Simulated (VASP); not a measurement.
**KI in VASP 6.6.1, single-point calculation**

INCAR

```
EDIFF = 1E-7
NSW = 0
LASPH = .TRUE.
LCHARG = .FALSE.
SIGMA = 0.02
NBANDS = 15
GGA = PE
ENCUT = 520
PREC = Medium
ISMEAR = -1
NELM = 74
LREAL = .FALSE.
LWAVE = .FALSE.
IBRION = -1
ISIF = 2
```

KPOINTS

```
KPOINTS created by Atomic Simulation Environment
0
Gamma
6 6 6
0 0 0
```

POSCAR

```
K  I
 1.0000000000000000
     0.0000000000000000    3.8667467451999999    4.1443295270000000
     3.8667467451999999    0.0000000000000000    4.1443295270000000
     3.8667467451999999    3.8667467451999999    0.0000000000000000
 K   I
   1   1
Cartesian
  0.0000000000000000  0.0000000000000000  0.0000000000000000
  1.9333733726000000  1.9333733726000000  2.0721647635000000
```

The recommended PBE PAW datasets give the neutral cell 16 valence electrons.

Command

```
mpirun -np 1 vasp_std
```

OSZICAR

```
N       E                     dE             d eps       ncg     rms          rms(c)
DAV:   1     0.920690061286E+02    0.92069E+02   -0.59489E+03   900   0.856E+02
DAV:   2     0.164564794592E+01   -0.90423E+02   -0.84000E+02  1152   0.196E+02
DAV:   3    -0.510205010782E+01   -0.67477E+01   -0.67181E+01  1252   0.484E+01
DAV:   4    -0.556418064736E+01   -0.46213E+00   -0.46199E+00  1621   0.106E+01
DAV:   5    -0.556531852742E+01   -0.11379E-02   -0.11379E-02  1230   0.609E-01    0.297E+00
DAV:   6    -0.538775688289E+01    0.17756E+00   -0.20162E-01  1194   0.213E+00    0.217E+00
DAV:   7    -0.536497460084E+01    0.22782E-01   -0.21504E-01  1271   0.192E+00    0.935E-01
DAV:   8    -0.538097532814E+01   -0.16001E-01   -0.22990E-02  1101   0.834E-01    0.150E-01
DAV:   9    -0.538341011294E+01   -0.24348E-02   -0.37813E-03  1019   0.271E-01    0.107E-01
DAV:  10    -0.538424862167E+01   -0.83851E-03   -0.55334E-04   922   0.139E-01    0.252E-02
DAV:  11    -0.538435115379E+01   -0.10253E-03   -0.15686E-04  1110   0.655E-02    0.235E-02
DAV:  12    -0.538437265264E+01   -0.21499E-04   -0.23835E-05   935   0.341E-02    0.886E-03
DAV:  13    -0.538437331089E+01   -0.65825E-06   -0.48000E-07  1404   0.495E-03    0.521E-03
DAV:  14    -0.538437384048E+01   -0.52959E-06   -0.92303E-07   949   0.467E-03    0.722E-04
DAV:  15    -0.538437384437E+01   -0.38922E-08   -0.60414E-08   936   0.148E-03
   1 F= -.53843738E+01 E0= -.53843738E+01  d E =-.840788E-11
```

From OUTCAR

```
k-points           NKPTS =     30   k-points in BZ     NKDIM =     30   number of bands    NBANDS=     15

   NELECT =      16.0000    total number of electrons

   dimension x,y,z NGX =    32 NGY =   32 NGZ =   32
   dimension x,y,z NGXF=    40 NGYF=   40 NGZF=   36

  energy-cutoff  :      520.00
  volume of cell :      123.93
      direct lattice vectors                 reciprocal lattice vectors
     0.000000000  3.866746745  4.144329527    -0.129307667  0.129307667  0.120646777
     3.866746745  0.000000000  4.144329527     0.129307667 -0.129307667  0.120646777
     3.866746745  3.866746745  0.000000000     0.129307667  0.129307667 -0.120646777

 k-points in reciprocal lattice and weights: KPOINTS created by Atomic Simulation Env
   0.00000000  0.00000000  0.00000000       0.005
   0.16666667  0.00000000  0.00000000       0.037
   0.33333333  0.00000000  0.00000000       0.037
   0.50000000  0.00000000  0.00000000       0.019
   0.16666667  0.16666667  0.00000000       0.009
   0.33333333  0.16666667  0.00000000       0.037
   0.50000000  0.16666667  0.00000000       0.037
  -0.33333333  0.16666667  0.00000000       0.037
   ...

 E-fermi :  -1.6443

 k-point     1 :       0.0000    0.0000    0.0000
  band No.  band energies     occupation
      1     -30.6187      2.00000
      2     -14.1165      2.00000
      3     -14.1165      2.00000
      4     -14.1084      2.00000
      5     -12.1773      2.00000
      6      -2.1895      2.00000
      7      -2.1422      2.00000
      8      -2.1422      2.00000
      9       1.7728      0.00000
     10       5.1607      0.00000
     11       5.6077      0.00000
     12       5.9323      0.00000
     13       6.0671      0.00000
     14       6.0671      0.00000
     15       6.6725      0.00000

 k-point     2 :       0.1667    0.0000    0.0000
  band No.  band energies     occupation
      1     -30.6186      2.00000
      2     -14.1296      2.00000
      3     -14.1171      2.00000
      4     -14.1112      2.00000
      5     -12.1517      2.00000
      6      -2.3017      2.00000
      7      -2.1798      2.00000
      8      -2.1378      2.00000
      9       2.1781      0.00000
     10       4.9914      0.00000
     11       5.3135      0.00000
     12       5.6405      0.00000
     13       6.2413      0.00000
     14       6.3887      0.00000
     15       6.4777      0.00000

 k-point     3 :       0.3333    0.0000    0.0000
  band No.  band energies     occupation
      1     -30.6184      2.00000
      2     -14.1581      2.00000
      3     -14.1183      2.00000
      4     -14.1136      2.00000
      5     -12.1018      2.00000
      6      -2.5307      2.00000
      7      -2.1988      2.00000
      8      -2.1296      2.00000
      9       3.0109      0.00000
     10       4.7909      0.00000
     11       4.9236      0.00000
     12       5.1206      0.00000
     13       6.2824      0.00000
     14       6.3416      0.00000
     15       6.4931      0.00000

 ...

  Total        0.1720800      0.1720800      0.1422561      0.0000000      0.0000000      0.0000000
  in kB        2.2246682      2.2246682      1.8391014      0.0000000      0.0000000      0.0000000
  external PRESSURE =       2.0961459 kB  Pullay stress =       0.0000000 kB

 POSITION                                       TOTAL-FORCE (eV/Angst)
 -----------------------------------------------------------------------------------
      0.00000      0.00000      0.00000        -0.000000     -0.000000      0.000000
      1.93337      1.93337      2.07216         0.000000      0.000000     -0.000000
 -----------------------------------------------------------------------------------
    total drift:                               -0.000014     -0.000014     -0.000008

  FREE ENERGIE OF THE ION-ELECTRON SYSTEM (eV)
  ---------------------------------------------------
  free  energy   TOTEN  =        -5.3843738444 eV

  energy  without entropy=       -5.3843738444  energy(sigma->0) =       -5.38437384
```

It converged. Results: gap between bands v and c on the k mesh 3.90 eV; least direct gap on the k mesh 3.92 eV; pressure 0.2 GPa. Band v is the last that the valence electrons fill when counted band by band, and c is the next.

For comparison, a separate PBE run of the intended cell, on usual settings and not on those above, gives a gap of 3.90 eV on its mesh and a pressure of 0.2 GPa.

The run above took about 29 s on one core of a shared host (Intel Xeon Platinum 8488C) and held 0.17 GiB at most.
